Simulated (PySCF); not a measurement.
**Where the electron goes**

C2H2Cl2.
Numbering: `[Cl:1]/[CH:2]=[CH:3]\[Cl:4]` (hydrogens: H5 on C2; H6 on C3)

Structure used (PBE0-D3(BJ)/def2-TZVP), in Å, numbered top down from 1:
```
atom  x, y, z in Å
Cl1   -0.0683    0.7030   -1.9348
C2     0.0704   -0.3419   -0.5944
C3    -0.0196    0.0356    0.6718
Cl4   -0.2913    1.6355    1.1947
H5     0.2441   -1.3799   -0.8450
H6     0.0803   -0.6907    1.4674
```

Theory: TDDFT CAM-B3LYP/aug-cc-pVTZ, vertical, gas phase, core orbitals frozen in the response in PySCF. Geometry: PBE0-D3(BJ)/def2-TZVP; no solvent, vibrations or thermal averaging.

Frontier orbitals with the atoms that hold most of them (Löwdin shares over 4%, at most four atoms; ? is withheld):

```
orbital  ε (eV)                             atoms
 LUMO+2    0.73    H5 32%, H6 32%, C2 12%, C3 12%
 LUMO+1    0.54  C2 31%, C3 31%, Cl4 12%, Cl1 12%
   LUMO       ?                                 ?
   HOMO   -8.72                                 ?
 HOMO-1  -10.46    Cl1 40%, Cl4 40%, C2 8%, C3 8%
 HOMO-2  -10.80  Cl4 35%, Cl1 35%, C3 13%, C2 13%
 HOMO-3  -11.38  Cl1 38%, Cl4 38%, C2 11%, C3 11%
```

**Question.** Give the leading atoms of the HOMO.

**Answer.** C2 (bonded to C, Cl and H) 24%; C3 (bonded to C, Cl and H) 24%; Cl1 (bonded to C) 23%; Cl4 (bonded to C) 23%. By element: carbon 49%, chlorine 46%.

**Question.** Give the leading atoms of the LUMO.

**Answer.** H6 (bonded to C) 42%; H5 (bonded to C) 42%; C3 (bonded to C, Cl and H) 6%; C2 (bonded to C, Cl and H) 6%. By element: hydrogen 84%, carbon 12%.

**Question.** What is the LUMO energy, and the HOMO–LUMO gap?

**Answer.** ε(LUMO) = 0.20 eV; the gap is 8.92 eV (0.3277 hartree).

**Question.** How does S1 compare with the orbital gap of 8.92 eV?

**Answer.** S1 is at 6.18 eV (f = 0.0012), 2.73 eV below the gap, made of HOMO→LUMO+3 (51%), HOMO→LUMO (19%), HOMO→LUMO+6 (19%). Without the coupling terms of the response equations the lowest excitation would equal the gap.

**Question.** Give energy, strength and leading configuration of S2, S3, S5 and S7, and follow the Löwdin shares of the leading atoms from the occupied to the empty orbital.

**Answer.** 
- S2 (6.39 eV, f 0.0025), HOMO→LUMO (72%): C2 24% → 6%, C3 24% → 6%, H6 at most 6% → 42%, H5 at most 6% → 42%
- S3 (6.47 eV, f 0.328), HOMO→LUMO+1 (96%): C2 24% → 31%, C3 24% → 31%
- S5 (7.25 eV, f 0.0005), HOMO-1→LUMO+1 (95%): Cl1 40% → 12%, Cl4 40% → 12%, C2 8% → 31%, C3 8% → 31%
- S7 (7.43 eV, f 0.0000), HOMO-2→LUMO+1 (95%): Cl4 35% → 12%, Cl1 35% → 12%, C2 13% → 31%, C3 13% → 31%

Hardware: one thread, Arm Neoverse V1 (aarch64), shared host with 32 logical CPUs at a one-minute load of 9.6. Cost: 20 s wall, 0.89 GiB resident at most.
